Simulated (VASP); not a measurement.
# Si (P6_3/mmc) in VASP: a series of runs

The runs below take Si through single point, with PBE.

Everything below comes from runs of VASP 6.6.1. Logs are shortened: lines on timing, memory, paths and dates and some standing lists are left out, and cuts for length are marked.

### Step 1. The crystal as given

Symmetry: P6_3/mmc, No. 194, hexagonal system. Conventional cell: a = 3.831 Å, b = 3.831 Å, c = 6.333 Å, α = 90.00°, β = 90.00°, γ = 120.00°. Si (site symmetry 3m) is surrounded by 4 Si at 2.35 to 2.37 Å.

This isn't the form of Si at room conditions, which is diamond.

### Step 2. Single point, PBE

INCAR reads:

```
ADDGRID  = False        
ALGO     = Normal         # electronic algorithm
EDIFF    = 1E-6           # SCF threshold, eV
ENCUT    = 520            # plane-wave cutoff, eV
GGA      = PE             # functional
ISIF     = 2              # what is computed and relaxed
ISMEAR   = 0              # smearing method
LASPH    = True           # aspherical terms in the spheres
LCHARG   = False          # write CHGCAR
LREAL    = False          # projectors in reciprocal space
LWAVE    = False          # write WAVECAR
NBANDS   = 16             # bands
NELM     = 100            # most SCF steps
PREC     = Normal         # precision mode
SIGMA    = 0.05           # smearing width, eV
```

KPOINTS reads:

```
k-points
0
Gamma
  7 7 4
```

POSCAR reads:

```
Si
1.0
    3.8313174605      0.0000000000      0.0000000000
   -1.9156587303      3.3180182508      0.0000000000
    0.0000000000      0.0000000000      6.3326220002
Si
4
Direct
    0.6655130000      0.3227030000      0.9380340000
    0.3547120000      0.6831860000      0.4293900000
    0.6599490000      0.3251260000      0.5656880000
    0.3139780000      0.6447660000      0.0617650000
```

Potentials or basis: VASP PAW PBE potentials, release 64 (Si).

On the command line:

```sh
cat potpaw_PBE.64/Si/POTCAR > POTCAR
mpirun -np 1 vasp_std > vasp.out
```

OUTCAR:

```text
EDIFF = 1E-6
   ENCUT = 520
   GGA = PE
   ISIF = 2
   ISMEAR = 0
   LASPH = True
   LREAL = False
   NELM = 100
   PREC = Normal

 Found     99 irreducible k-points:

 Following reciprocal coordinates:
            Coordinates               Weight
  0.000000  0.000000  0.000000      1.000000
  0.142857  0.000000  0.000000      2.000000
  0.000000  0.142857  0.000000      2.000000
 -0.142857  0.142857  0.000000      2.000000
  0.285714  0.000000  0.000000      2.000000
  0.000000  0.285714  0.000000      2.000000
   k-points           NKPTS =     99   k-points in BZ     NKDIM =     99   number of bands    NBANDS=     16
   number of dos      NEDOS =    301   number of ions     NIONS =      4
   total plane-waves  NPLWV =  20736
   dimension x,y,z NGX =    24 NGY =   24 NGZ =   36
   dimension x,y,z NGXF=    48 NGYF=   48 NGZF=   72
   ions per type =               4
   NGX,Y,Z   is equivalent  to a cutoff of  10.41, 10.41,  9.45 a.u.
   NGXF,Y,Z  is equivalent  to a cutoff of  20.83, 20.83, 18.90 a.u.
 SYSTEM =  unknown system
   PREC   = normal    normal or accurate (medium, high low for compatibility)
   ISTART =      0    job   : 0-new  1-cont  2-samecut
   ICHARG =      2    charge: 1-file 2-atom 10-const
   ISPIN  =      1    spin polarized calculation?
   LNONCOLLINEAR =      F non collinear calculations
   LSORBIT =      F    spin-orbit coupling
   LASPH  =      T    aspherical Exc in radial PAW
   ENCUT  =  520.0 eV  38.22 Ry    6.18 a.u.   7.12  7.12 11.77*2*pi/ulx,y,z
   NELM   =    100;   NELMIN=  2; NELMDL= -5     # of ELM steps
   EDIFF  = 0.1E-05   stopping-criterion for ELM
   LREAL  =      F    real-space projection
   EDIFFG = 0.1E-04   stopping-criterion for IOM
   NSW    =      0    number of steps for IOM
   IBRION =     -1    ionic relax: 0-MD 1-quasi-New 2-CG
   NFREE  =      0    steps in history (QN), initial steepest desc. (CG)
   ISIF   =      2    stress and relaxation
   ISYM   =      2    0-nonsym 1-usesym 2-fastsym
   POTIM  = 0.5000    time-step for ionic-motion
   TEBEG  =    0.0;   TEEND  =   0.0 temperature during run
   PSTRESS=    0.0 pullay stress
   NELECT =      16.0000    total number of electrons
   NUPDOWN=      -1.0000    fix difference up-down
   EMIN   =  10.00;   EMAX   =-10.00  energy-range for DOS
   EFERMI =   0.00;   METHOD = LEGACY
   ISMEAR =     0;   SIGMA  =   0.05  broadening in eV -4-tet -1-fermi 0-gaus
   EFERMI_NEDOS =   21; number of points for ismear=-14 and -15
   IALGO  =     38    algorithm
   IMIX   =      4    mixing-type and parameters
     AMIX     =   0.40;   BMIX     =  1.00
     AMIX_MAG =   1.60;   BMIX_MAG =  1.00
  volume/ion in A,a.u.               =      20.13       135.81
  Fermi-wavevector in a.u.,A,eV,Ry     =   0.955384  1.805414 12.418837  0.912759
  Thomas-Fermi vector in A             =   2.084217
   LORBIT       =      0    0 simple, 1 ext, 2 COOP (PROOUT), +10 PAW based schemes
   GGA     = PE    functional components
   LHFCALC =     F    Hartree Fock is set to
   AEXX    =    0.0000 exact exchange contribution
   IVDW    =     0    specifies the selected vdW correction
   LEPSILON=     F    determine dielectric tensor
   LRPA    =     F    only Hartree local field effects (RPA)
 non-spin polarized calculation
 Gauss-broadening in eV      SIGMA  =   0.05
  energy-cutoff  :      520.00
  volume of cell :       80.50
 maximum number of plane-waves:      2178
   NGX = 15   NGY = 15   NGZ = 23

 number of electron      16.0000000 magnetization

 Free energy of the ion-electron system (eV)
  ---------------------------------------------------
  ext. energy  EPLUGINS =         0.00000000
  ---------------------------------------------------
  free energy    TOTEN  =       -21.53014756 eV

  energy without entropy =      -21.53011646  energy(sigma->0) =      -21.53013201

 E-fermi :   6.4114     XC(G=0):  -9.3864

 val. band max:        6.3354489516   @ k =   0.0000   0.0000   0.0000
 cond. band min:       6.5010115649   @ k =  -0.4286   0.4286   0.0000
 fundamental gap:      0.1655626133
 Fermi energy:         6.4114394898

 k-point     1 :       0.0000    0.0000    0.0000
  band No.  band energies     occupation
      1      -6.1734      2.00000
      2      -3.8338      2.00000
      3      -1.2873      2.00000
      4       4.4612      2.00000
      5       4.5203      2.00000
      6       5.4827      2.00000
[... 8 lines left out ...]
     15      10.3586      0.00000
     16      11.9024      0.00000

 k-point     2 :       0.1429    0.0000    0.0000
  band No.  band energies     occupation
      1      -5.9381      2.00000
      2      -3.5949      2.00000
      3      -1.1734      2.00000
      4       2.9842      2.00000
      5       4.0620      2.00000
      6       4.6868      2.00000
[... 8 lines left out ...]
     15      11.0928      0.00000
     16      11.3665      0.00000

 k-point     3 :       0.0000    0.1429    0.0000
  band No.  band energies     occupation
      1      -5.9367      2.00000
      2      -3.5915      2.00000
      3      -1.1757      2.00000
      4       2.9640      2.00000
      5       4.0560      2.00000
      6       4.5852      2.00000
[... 8 lines left out ...]
     15      11.0757      0.00000
     16      11.3112      0.00000

 k-point     4 :      -0.1429    0.1429    0.0000
  band No.  band energies     occupation
      1      -5.9381      2.00000
      2      -3.5931      2.00000
      3      -1.1747      2.00000
      4       3.0050      2.00000
      5       4.0019      2.00000
      6       4.7073      2.00000
[... 8 lines left out ...]
     15      11.1698      0.00000
     16      11.2747      0.00000

 k-point     5 :       0.2857    0.0000    0.0000
  band No.  band energies     occupation
      1      -5.2556      2.00000
      2      -2.9021      2.00000
      3      -1.1564      2.00000
      4       1.2890      2.00000
      5       2.4771      2.00000
      6       3.4258      2.00000
[... 8 lines left out ...]
     15      12.4045      0.00000
     16      12.7215      0.00000

 k-point     6 :       0.0000    0.2857    0.0000
  band No.  band energies     occupation
      1      -5.2480      2.00000
      2      -2.8830      2.00000
      3      -1.1816      2.00000
      4       1.3137      2.00000
      5       2.3079      2.00000
      6       3.4641      2.00000
[... 8 lines left out ...]
     15      12.4635      0.00000
     16      12.6687      0.00000

 [... further k-points ...]

------------------------ aborting loop because EDIFF is reached ----------------------------------------

  FORCE on cell =-STRESS in cart. coord.  units (eV):
  Direction    XX          YY          ZZ          XY          YZ          ZX
  --------------------------------------------------------------------------------------
  -------------------------------------------------------------------------------------
  Total        0.3328955      0.8510699      1.1700088      0.0437688      0.8488195      0.6809401
  in kB        6.6253381     16.9381245     23.2856966      0.8710934     16.8933373     13.5521757
  external PRESSURE =      15.6163864 kB  Pullay stress =       0.0000000 kB

 VOLUME and BASIS-vectors are now :
 -----------------------------------------------------------------------------
  energy-cutoff  :      520.00
  volume of cell :       80.50
      direct lattice vectors                 reciprocal lattice vectors
     3.831317461  0.000000000  0.000000000     0.261006823  0.150692360  0.000000000
    -1.915658730  3.318018251  0.000000000     0.000000000  0.301384720  0.000000000
     0.000000000  0.000000000  6.332622000     0.000000000  0.000000000  0.157912473

 POSITION                                       TOTAL-FORCE (eV/Angst)
 -----------------------------------------------------------------------------------
      1.93160      1.07073      5.94021        -0.687555     -0.499361     -0.110277
      0.05026      2.26682      2.71916        -0.599145     -1.025449      0.670442
      1.90564      1.07877      3.58229         0.580536      0.971960     -0.421537
     -0.03220      2.13935      0.39113         0.706164      0.552850     -0.138629
 -----------------------------------------------------------------------------------
    total drift:                                0.000034     -0.000119     -0.000124

  FREE ENERGIE OF THE ION-ELECTRON SYSTEM (eV)
  ---------------------------------------------------
  free  energy   TOTEN  =       -21.5301475584 eV

  energy  without entropy=      -21.5301164572  energy(sigma->0) =      -21.53013201
```

Run time: 27 s. Hardware: 1 thread of Intel Xeon Platinum 8488C (Sapphire Rapids), shared host; peak memory 0.21 GiB.

The run converged, but some of its settings lie outside the range that counts as converged, so its numbers aren't taken as properties of the crystal.

What came out:

| Property | Result |
| --- | --- |
| Free energy | -21.5301 eV |
| Pressure | 1.6 GPa |
| Largest force | 1.364 eV/Å |
| Band gap on the k mesh | 0.17 eV, indirect (least direct gap 0.76 eV) |

Caveat: an odd mesh through Γ misses points on the zone boundary, where band edges often lie.

### Step 3. Single point, PBE

Changes to INCAR since step 2:

```diff
@@ -9,3 +9,3 @@
 LCHARG   = False          # write CHGCAR
-LREAL    = False          # projectors in reciprocal space
+LREAL    = Auto         
 LWAVE    = False          # write WAVECAR
@@ -13,3 +13,3 @@
 NELM     = 100            # most SCF steps
-PREC     = Normal         # precision mode
+PREC     = Accurate       # precision mode
 SIGMA    = 0.05           # smearing width, eV
```

KPOINTS is that of step 2.

POSCAR reads:

```
Si
1.0
    3.8313174605      0.0000000000      0.0000000000
   -1.9156587303      3.3180182508      0.0000000000
    0.0000000000      0.0000000000      6.3326220002
Si
4
Direct
    0.6666666667      0.3333333333      0.9369905000
    0.3333333333      0.6666666667      0.4369905000
    0.6666666667      0.3333333333      0.5630095000
    0.3333333333      0.6666666667      0.0630095000
```

Potentials or basis: VASP PAW PBE potentials, release 64 (Si).

On the command line:

```sh
cat potpaw_PBE.64/Si/POTCAR > POTCAR
mpirun -np 1 vasp_std > vasp.out
```

It took 18 s on 1 thread of Intel Xeon Platinum 8488C (Sapphire Rapids), shared host; peak memory 0.18 GiB.

The run converged, but some of its settings lie outside the range that counts as converged, so its numbers aren't taken as properties of the crystal.

What came out:

```
Free energy            : -21.6424 eV
Pressure               : 1.4 GPa
Largest force          : 0.011 eV/Å
Band gap on the k mesh : 0.48 eV, indirect (least direct gap 1.03 eV)
```

Caveat: an odd mesh through Γ misses points on the zone boundary, where band edges often lie.
